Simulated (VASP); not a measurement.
# CoSi (Pm-3m) in VASP: further runs

The runs below take CoSi through single point, with PBEsol.

Program: VASP 6.6.1. These are calculated values, not measurements. Logs are shortened: lines on timing, memory, paths and dates and some standing lists are left out, and cuts for length are marked.

### Step 1. The crystal as given

It takes space group Pm-3m (No. 221, cubic). Conventional cell: a = 2.781 Å, b = 2.781 Å, c = 2.781 Å, α = 90.00°, β = 90.00°, γ = 90.00°. Around Co (site symmetry m-3m) lie 8 Si at 2.41 Å. Si (site symmetry m-3m) has 8 Co at 2.41 Å as nearest neighbours.

Measurements of this composition are mostly on another form, of space group No. 198.

### Step 2. Single point, PBEsol, collinear spin, ferromagnetic start

Contents of INCAR:

```
ADDGRID = False
ALGO = Normal
EDIFF = 1E-7
ENCUT = 300
GGA = PS
ISIF = 2
ISMEAR = 1
ISPIN = 2
LASPH = True
LCHARG = False
LMAXMIX = 4
LORBIT = 11
LREAL = False
LWAVE = False
MAGMOM = 2 0
NELM = 100
PREC = Accurate
SIGMA = 0.15
```

Contents of KPOINTS:

```
k-points
0
Gamma
  15 15 15
```

Contents of POSCAR:

```
CoSi
1.0
    2.7813340000      0.0000000000      0.0000000000
    0.0000000000      2.7813340000      0.0000000000
    0.0000000000      0.0000000000      2.7813340000
Co Si
1 1
Direct
    0.0000000000      0.0000000000      0.0000000000
    0.5000000000      0.5000000000      0.5000000000
```

Potentials or basis: VASP PAW PBE potentials, release 64 (Co, Si).

Run with:

```
cat potpaw_PBE.64/Co/POTCAR potpaw_PBE.64/Si/POTCAR > POTCAR
mpirun -np 1 vasp_std > vasp.out
```

OUTCAR:

```text
EDIFF = 1E-7
   ENCUT = 300
   GGA = PS
   ISIF = 2
   ISMEAR = 1
   ISPIN = 2
   LASPH = True
   LORBIT = 11
   LREAL = False
   NELM = 100
   PREC = Accurate

 Found    120 irreducible k-points:

 Following reciprocal coordinates:
            Coordinates               Weight
  0.000000  0.000000  0.000000      1.000000
  0.066667  0.000000  0.000000      6.000000
  0.133333  0.000000  0.000000      6.000000
  0.200000  0.000000  0.000000      6.000000
  0.266667  0.000000  0.000000      6.000000
  0.333333  0.000000  0.000000      6.000000
   k-points           NKPTS =    120   k-points in BZ     NKDIM =    120   number of bands    NBANDS=     11
   number of dos      NEDOS =    301   number of ions     NIONS =      2
   total plane-waves  NPLWV =   4096
   dimension x,y,z NGX =    16 NGY =   16 NGZ =   16
   dimension x,y,z NGXF=    32 NGYF=   32 NGZF=   32
   ions per type =               1   1
   NGX,Y,Z   is equivalent  to a cutoff of   9.56,  9.56,  9.56 a.u.
   NGXF,Y,Z  is equivalent  to a cutoff of  19.13, 19.13, 19.13 a.u.
 SYSTEM =  unknown system
   PREC   = accura    normal or accurate (medium, high low for compatibility)
   ISTART =      0    job   : 0-new  1-cont  2-samecut
   ICHARG =      2    charge: 1-file 2-atom 10-const
   ISPIN  =      2    spin polarized calculation?
   LNONCOLLINEAR =      F non collinear calculations
   LSORBIT =      F    spin-orbit coupling
   LASPH  =      T    aspherical Exc in radial PAW
   ENCUT  =  300.0 eV  22.05 Ry    4.70 a.u.   3.93  3.93  3.93*2*pi/ulx,y,z
   NELM   =    100;   NELMIN=  2; NELMDL= -5     # of ELM steps
   EDIFF  = 0.1E-06   stopping-criterion for ELM
   LREAL  =      F    real-space projection
   EDIFFG = 0.1E-05   stopping-criterion for IOM
   NSW    =      0    number of steps for IOM
   IBRION =     -1    ionic relax: 0-MD 1-quasi-New 2-CG
   NFREE  =      0    steps in history (QN), initial steepest desc. (CG)
   ISIF   =      2    stress and relaxation
   ISYM   =      2    0-nonsym 1-usesym 2-fastsym
   POTIM  = 0.5000    time-step for ionic-motion
   TEBEG  =    0.0;   TEEND  =   0.0 temperature during run
   PSTRESS=    0.0 pullay stress
   NELECT =      13.0000    total number of electrons
   NUPDOWN=      -1.0000    fix difference up-down
   EMIN   =  10.00;   EMAX   =-10.00  energy-range for DOS
   EFERMI =   0.00;   METHOD = LEGACY
   ISMEAR =     1;   SIGMA  =   0.15  broadening in eV -4-tet -1-fermi 0-gaus
   EFERMI_NEDOS =   21; number of points for ismear=-14 and -15
   IALGO  =     38    algorithm
   IMIX   =      4    mixing-type and parameters
     AMIX     =   0.40;   BMIX     =  1.00
     AMIX_MAG =   1.60;   BMIX_MAG =  1.00
  volume/ion in A,a.u.               =      10.76        72.60
  Fermi-wavevector in a.u.,A,eV,Ry     =   1.384000  2.615381 26.061367  1.915456
  Thomas-Fermi vector in A             =   2.508545
   LORBIT       =     11    0 simple, 1 ext, 2 COOP (PROOUT), +10 PAW based schemes
   GGA     = PS    functional components
   LHFCALC =     F    Hartree Fock is set to
   AEXX    =    0.0000 exact exchange contribution
   IVDW    =     0    specifies the selected vdW correction
   LEPSILON=     F    determine dielectric tensor
   LRPA    =     F    only Hartree local field effects (RPA)
 spin polarized calculation
 Methfessel and Paxton  Order N= 1 SIGMA  =   0.15
  energy-cutoff  :      300.00
  volume of cell :       21.52
 maximum number of plane-waves:       280
 NGX is ok and might be reduce to    16
   NGX =  7   NGY =  7   NGZ =  7

 number of electron      13.0000002 magnetization       0.5351206

 Free energy of the ion-electron system (eV)
  ---------------------------------------------------
  ext. energy  EPLUGINS =         0.00000000
  ---------------------------------------------------
  free energy    TOTEN  =       -14.53299875 eV

  energy without entropy =      -14.52976680  energy(sigma->0) =      -14.53192143

 E-fermi :  12.7444     XC(G=0): -13.0498

 val. band max:       12.7344709807   @ k =   0.4000   0.4000   0.1333
 cond. band min:      12.7451399175   @ k =   0.4667   0.2000   0.0000
 fundamental gap:      0.0106689368
 Fermi energy:        12.7443646418

 spin component 1

 k-point     1 :       0.0000    0.0000    0.0000
  band No.  band energies     occupation
      1      -1.5254      1.00000
      2       8.6117      1.00000
      3       8.6117      1.00000
      4      11.1686      1.00000
      5      11.1686      1.00000
      6      11.1686      1.00000
      7      15.7122     -0.00000
      8      15.7122     -0.00000
      9      15.7122     -0.00000
     10      20.2198      0.00000
     11      20.2198      0.00000

 k-point     2 :       0.0667    0.0000    0.0000
  band No.  band energies     occupation
      1      -1.4397      1.00000
      2       8.5714      1.00000
      3       8.6402      1.00000
      4      11.0923      1.00000
      5      11.0923      1.00000
      6      11.1749      1.00000
      7      15.1190     -0.00000
      8      15.8619      0.00000
      9      15.8619      0.00000
     10      20.1930      0.00000
     11      20.7722      0.00000

 k-point     3 :       0.1333    0.0000    0.0000
  band No.  band energies     occupation
      1      -1.1839      1.00000
      2       8.4073      1.00000
      3       8.7223      1.00000
      4      10.8942      1.00000
      5      10.8942      1.00000
      6      11.1929      1.00000
      7      13.9729     -0.00000
      8      16.2811      0.00000
      9      16.2811      0.00000
     10      20.1145      0.00000
     11      21.7387      0.00000

 k-point     4 :       0.2000    0.0000    0.0000
  band No.  band energies     occupation
      1      -0.7622      1.00000
      2       7.9989      1.00000
      3       8.8469      1.00000
      4      10.6385      1.00000
      5      10.6385      1.00000
      6      11.2195      1.00000
      7      12.9502     -0.03274
      8      16.9092      0.00000
      9      16.9092      0.00000
     10      19.9904      0.00000
     11      22.5238      0.00000

 k-point     5 :       0.2667    0.0000    0.0000
  band No.  band energies     occupation
      1      -0.1823      1.00000
      2       7.2396      1.00000
      3       8.9961      1.00000
      4      10.3823      1.00000
      5      10.3823      1.00000
      6      11.2504      1.00000
      7      12.3246      1.00028
      8      17.6954      0.00000
      9      17.6954      0.00000
     10      19.8348      0.00000
     11      23.1444      0.00000

 k-point     6 :       0.3333    0.0000    0.0000
  band No.  band energies     occupation
      1       0.5418      1.00000
      2       6.1975      1.00000
      3       9.1456      1.00000
      4      10.1641      1.00000
      5      10.1641      1.00000
      6      11.2802      1.00000
      7      12.0706      1.00000
      8      18.6034      0.00000
      9      18.6034      0.00000
     10      19.6737      0.00000
     11      23.7165      0.00000

 [... further k-points ...]

 spin component 2

 k-point     1 :       0.0000    0.0000    0.0000
  band No.  band energies     occupation
      1      -1.5038      1.00000
      2       9.1520      1.00000
      3       9.1520      1.00000
      4      11.5465      1.00000
      5      11.5465      1.00000
      6      11.5465      1.00000
      7      15.7355     -0.00000
      8      15.7355     -0.00000
      9      15.7355     -0.00000
     10      20.4696      0.00000
     11      20.4696      0.00000

 k-point     2 :       0.0667    0.0000    0.0000
  band No.  band energies     occupation
      1      -1.4181      1.00000
      2       9.0918      1.00000
      3       9.1839      1.00000
      4      11.4629      1.00000
      5      11.4629      1.00000
      6      11.5532      1.00000
      7      15.2040     -0.00000
      8      15.8918      0.00000
      9      15.8918      0.00000
     10      20.4342      0.00000
     11      20.9836      0.00000

 k-point     3 :       0.1333    0.0000    0.0000
  band No.  band energies     occupation
      1      -1.1623      1.00000
      2       8.8598      1.00000
      3       9.2757      1.00000
      4      11.2488      1.00000
      5      11.2488      1.00000
      6      11.5721      1.00000
      7      14.1839     -0.00000
      8      16.3256      0.00000
      9      16.3256      0.00000
     10      20.3303      0.00000
     11      21.9019      0.00000

 k-point     4 :       0.2000    0.0000    0.0000
  band No.  band energies     occupation
      1      -0.7406      1.00000
      2       8.3309      1.00000
      3       9.4160      1.00000
      4      10.9766      1.00000
      5      10.9766      1.00000
      6      11.6001      1.00000
      7      13.3282     -0.00000
      8      16.9679      0.00000
      9      16.9679      0.00000
     10      20.1660      0.00000
     11      22.6551      0.00000

 k-point     5 :       0.2667    0.0000    0.0000
  band No.  band energies     occupation
      1      -0.1606      1.00000
      2       7.4431      1.00000
      3       9.5851      1.00000
      4      10.7073      1.00000
      5      10.7073      1.00000
      6      11.6325      1.00000
      7      12.8704      0.00040
      8      17.7645      0.00000
      9      17.7645      0.00000
     10      19.9601      0.00000
     11      23.2515      0.00000

 k-point     6 :       0.3333    0.0000    0.0000
  band No.  band energies     occupation
      1       0.5636      1.00000
      2       6.3171      1.00000
      3       9.7560      1.00000
      4      10.4800      1.00000
      5      10.4800      1.00000
      6      11.6638      1.00000
      7      12.7337      0.55987
      8      18.6797      0.00000
      9      18.6797      0.00000
     10      19.7465      0.00000
     11      23.8012      0.00000

 [... further k-points ...]

------------------------ aborting loop because EDIFF is reached ----------------------------------------

  FORCE on cell =-STRESS in cart. coord.  units (eV):
  Direction    XX          YY          ZZ          XY          YZ          ZX
  --------------------------------------------------------------------------------------
  -------------------------------------------------------------------------------------
  Total       -0.8925432     -0.8925432     -0.8925432     -0.0000000      0.0000000      0.0000000
  in kB      -66.4630677    -66.4630677    -66.4630677     -0.0000000      0.0000000      0.0000000
  external PRESSURE =     -66.4630677 kB  Pullay stress =       0.0000000 kB

 VOLUME and BASIS-vectors are now :
 -----------------------------------------------------------------------------
  energy-cutoff  :      300.00
  volume of cell :       21.52
      direct lattice vectors                 reciprocal lattice vectors
     2.781334000  0.000000000  0.000000000     0.359539703  0.000000000  0.000000000
     0.000000000  2.781334000  0.000000000     0.000000000  0.359539703  0.000000000
     0.000000000  0.000000000  2.781334000     0.000000000  0.000000000  0.359539703

 POSITION                                       TOTAL-FORCE (eV/Angst)
 -----------------------------------------------------------------------------------
      0.00000      0.00000      0.00000         0.000000      0.000000      0.000000
      1.39067      1.39067      1.39067         0.000000      0.000000      0.000000
 -----------------------------------------------------------------------------------
    total drift:                               -0.000000      0.000000     -0.000000

  FREE ENERGIE OF THE ION-ELECTRON SYSTEM (eV)
  ---------------------------------------------------
  free  energy   TOTEN  =       -14.5329987455 eV

  energy  without entropy=      -14.5297668008  energy(sigma->0) =      -14.53192143

 total charge

# of ion       s       p       d       tot
------------------------------------------
    1        0.442   0.593   7.566   8.601
    2        0.710   0.866   0.000   1.576
--------------------------------------------------
tot          1.152   1.459   7.566  10.177

 magnetization (x)

# of ion       s       p       d       tot
------------------------------------------
    1        0.007   0.002   0.523   0.532
    2        0.002   0.010   0.000   0.013
--------------------------------------------------
tot          0.010   0.013   0.523   0.545
```

Run time: 7.7 s. Hardware: 1 thread of Intel Xeon 6975P-C (Granite Rapids), shared host; peak memory 0.13 GiB.

These settings aren't checked as converged: the numbers below hold their error.

Results:

```
Free energy                                           : -14.5330 eV
Band gap on the k mesh                                : none (metal or under the smearing width)
Net moment                                            : 0.54 μB per cell
Site moments                                          : Co +0.53; Si +0.01 μB
Valence electrons inside the program's atomic spheres : Co 8.60; Si 1.58
```

Caveat: the cutoff is under 1.25 times the usual one of these potentials, so pressure, stress and relaxed cells hold a basis-set (Pulay) error; the PAW data sets were made with another functional, which shifts forces and pressure a little.

### Step 3. Single point, PBEsol, collinear spin, ferromagnetic start

Edit INCAR of step 2 so:

```diff
@@ -3,3 +3,3 @@
 EDIFF = 1E-7
-ENCUT = 300
+ENCUT = 700
 GGA = PS
```

Contents of KPOINTS:

```
k-points
0
Gamma
  10 10 10
```

POSCAR is that of step 2.

Potentials or basis: VASP PAW PBE potentials, release 64 (Co, Si).

Run with:

```
cat potpaw_PBE.64/Co/POTCAR potpaw_PBE.64/Si/POTCAR > POTCAR
mpirun -np 1 vasp_std > vasp.out
```

Run time: 12 s. Hardware: 1 thread of Intel Xeon 6975P-C (Granite Rapids), shared host; peak memory 0.17 GiB.

The run converged, but some of its settings lie outside the range that counts as converged, so its numbers aren't taken as properties of the crystal.

What came out:

| Quantity | Value |
| --- | --- |
| Free energy | -14.5382 eV |
| Pressure | -6.3 GPa |
| Band gap on the k mesh | none (metal or under the smearing width) |
| Net moment | 0.53 μB per cell |
| Site moments | Co +0.53; Si +0.01 μB |
| Valence electrons inside the program's atomic spheres | Co 8.62; Si 1.57 |

Caveat: the PAW data sets were made with another functional, which shifts forces and pressure a little.

### Step 4. Single point, PBEsol, collinear spin, ferromagnetic start

Edit INCAR of step 3 so:

```diff
@@ -3,3 +3,3 @@
 EDIFF = 1E-7
-ENCUT = 700
+ENCUT = 350
 GGA = PS
```

Contents of KPOINTS:

```
k-points
0
Gamma
  15 15 15
```

POSCAR is that of step 3.

Run with:

```
cat potpaw_PBE.64/Co/POTCAR potpaw_PBE.64/Si/POTCAR > POTCAR
mpirun -np 1 vasp_std > vasp.out
```

Run time: 14 s. Hardware: 1 thread of Intel Xeon 6975P-C (Granite Rapids), shared host; peak memory 0.15 GiB.

These settings aren't checked as converged: the numbers below hold their error.

What came out:

- Free energy: -14.5373 eV
- Pressure: -6.8 GPa
- Band gap on the k mesh: none (metal or under the smearing width)
- Net moment: 0.53 μB per cell
- Site moments: Co +0.53; Si +0.01 μB
- Valence electrons inside the program's atomic spheres: Co 8.61; Si 1.57

Caveat: the PAW data sets were made with another functional, which shifts forces and pressure a little.

### Step 5. Single point, PBEsol, collinear spin, ferromagnetic start

Edit INCAR of step 4 so:

```diff
@@ -3,3 +3,3 @@
 EDIFF = 1E-7
-ENCUT = 350
+ENCUT = 550
 GGA = PS
```

Contents of KPOINTS:

```
k-points
0
Gamma
  12 12 12
```

POSCAR is that of step 4.

Run with:

```
cat potpaw_PBE.64/Co/POTCAR potpaw_PBE.64/Si/POTCAR > POTCAR
mpirun -np 1 vasp_std > vasp.out
```

It took 14 s on 1 thread of Intel Xeon 6975P-C (Granite Rapids), shared host; peak memory 0.17 GiB.

The run converged, but some of its settings lie outside the range that counts as converged, so its numbers aren't taken as properties of the crystal.

Results:

```
Free energy                                           : -14.5328 eV
Pressure                                              : -6.8 GPa
Band gap on the k mesh                                : none (metal or under the smearing width)
Net moment                                            : 0.52 μB per cell
Site moments                                          : Co +0.52; Si +0.01 μB
Valence electrons inside the program's atomic spheres : Co 8.62; Si 1.57
```

Caveat: the PAW data sets were made with another functional, which shifts forces and pressure a little.
